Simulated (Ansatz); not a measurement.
# In3As3H7: the cost of one run

Program: Ansatz 0.2.0. Level of theory: DFT PBE, scalar-relativistic, plane waves, PAW. These are calculated values, not measurements.

The COD entry's cell or inner coordinates are ideal or old and differ from later refinements, so a difference from it is no clean test against experiment.

1 further run of the same task is left out (set aside as unsound or not needed). Runs told in other sessions of the task aren't counted.

## (1) The structure to begin with

It takes space group F-43m (No. 216, cubic). Conventional cell: a = 6.186 Å, b = 6.186 Å, c = 6.186 Å, α = 90.00°, β = 90.00°, γ = 90.00°. Around In (site symmetry -43m) lie 4 As at 2.68 Å. Around As (site symmetry -43m) lie 4 In at 2.68 Å.

Coordinates:

```
CELL_PARAMETERS angstrom
0.00000 3.09316 3.09316
3.09316 0.00000 3.09316
3.09316 3.09316 0.00000
ATOMIC_POSITIONS crystal
In 0.00000 0.00000 0.00000
As 0.25000 0.25000 0.25000
```

It is the result of an earlier relaxation at this level (volume 29.59 Å³/atom; gap on the mesh: none (metal)).

## (2) Building the [001] wire, 12 host atoms a period with H caps

The wire is cut from the relaxed crystal, periodic along c with vacuum across. Atoms and period relax; energies count from the bulk, -5227.2346 eV an atom. Each H cap counts from half an H2 molecule (-15.872 eV in a separate run).

The cell holds 6 In, 6 As, 14 H: a = 18.600 Å, b = 18.900 Å, c = 6.186 Å, α = 90.00°, β = 90.00°, γ = 90.00°.

## (3) Relaxing it

Pressure and volume refer to the whole cell with its vacuum; only the period along c may change.

Contents of input.yaml:

```yaml
crystal:
  lattice:
    - [18.6, 0.0, 0.0]
    - [0.0, 18.9, 0.0]
    - [0.0, 0.0, 6.186326944]
  atoms:
    - { symbol: In, position: [0.5381603408, 0.5375546211, 0.0] }
    - { symbol: As, position: [0.6213098965, 0.6193843426, 0.75] }
    - { symbol: In, position: [0.5381603408, 0.3738951781, 0.5] }
    - { symbol: In, position: [0.5381603408, 0.701214064, 0.5] }
    - { symbol: As, position: [0.2887116737, 0.4557248996, 0.25] }
    - { symbol: As, position: [0.6213098965, 0.4557248996, 0.25] }
    - { symbol: In, position: [0.3718612294, 0.5375546211, 0.5] }
    - { symbol: In, position: [0.7044594522, 0.5375546211, 0.5] }
    - { symbol: As, position: [0.4550107851, 0.2920654566, 0.25] }
    - { symbol: As, position: [0.4550107851, 0.6193843426, 0.25] }
    - { symbol: In, position: [0.3718612294, 0.3738951781, 0.0] }
    - { symbol: As, position: [0.4550107851, 0.4557248996, 0.75] }
    - { symbol: H, position: [0.6684912088, 0.6658167452, 0.8918567782] }
    - { symbol: H, position: [0.5921705272, 0.3207422962, 0.6623886803] }
    - { symbol: H, position: [0.5921705272, 0.754366946, 0.3376113197] }
    - { symbol: H, position: [0.4841501543, 0.754366946, 0.6623886803] }
    - { symbol: H, position: [0.2415303614, 0.5021573022, 0.1081432218] }
    - { symbol: H, position: [0.2415303614, 0.409292497, 0.3918567782] }
    - { symbol: H, position: [0.6684912088, 0.409292497, 0.1081432218] }
    - { symbol: H, position: [0.3178510429, 0.590707503, 0.6623886803] }
    - { symbol: H, position: [0.7584696386, 0.590707503, 0.3376113197] }
    - { symbol: H, position: [0.7584696386, 0.4844017392, 0.6623886803] }
    - { symbol: H, position: [0.5021920974, 0.245633054, 0.1081432218] }
    - { symbol: H, position: [0.4078294728, 0.245633054, 0.3918567782] }
    - { symbol: H, position: [0.4078294728, 0.6658167452, 0.1081432218] }
    - { symbol: H, position: [0.3178510429, 0.3207422962, 0.8376113197] }
basis:
  ecutwfc: 420
kpoints:
  mp_grid: { grid: [1, 1, 9] }
hamiltonian:
  xc: pbe
scf:
  occupations: { method: gaussian, width: 0.05 }
output:
  forces: true
  stress: true
  eigenvalues: true
  populations: true
  write_density: true
  write_potential: true
  elf: true
  volumetric_format: npy
relax:
  adjacent_minimum: "off"
  f_tol: 0.02
  max_steps: 45
  cell: { fix: [a, b, alpha, beta, gamma], stress_tol: 0.03 }
```

The run is started by

```sh
$ ansatz run input.yaml --threads 4 --pin off --max-ram 11264MiB --backend cpu --events-out ev --progress --plain --runs-dir out
```

**Question.** How long does this run take on 4 threads of AMD EPYC 9R45 (Zen 5), shared host, and how much memory does it need?

About 3.6 min, with a peak of 5.1 GiB.
